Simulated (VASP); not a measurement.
Crystal: Re.

```
Re
1.0
     0.00000    1.97500    1.97500
     1.97500    0.00000    1.97500
     1.97500    1.97500    0.00000
Re
1
Direct
  0.00000 0.00000 0.00000
```

This isn't the form of Re at room conditions, which is hcp.

Base run:

| Item | Value |
| --- | --- |
| Program | VASP 6.6.1 |
| Functional | PBE |
| Potentials or basis | VASP PAW PBE potentials, release 64 (Re) |
| Cutoff | 520 eV |
| k mesh | 14 × 14 × 14 |
| Occupations | fermi-dirac, width 0.05 eV |
| Spin | no spin polarisation |

Its results: pressure -9.8 GPa.

Q: The run is repeated on the same cell with these changes: spin from no spin polarisation to non-collinear spin, zero start, spin-orbit coupling; further incar settings from ALGO = Normal; EDIFF = 1e-06; NBANDS = 10 to ALGO = Fast; EDIFF = 1e-07; NBANDS = 18. What comes out?

A: Pressure -9.0 GPa; net moment 0.00 μB per cell.
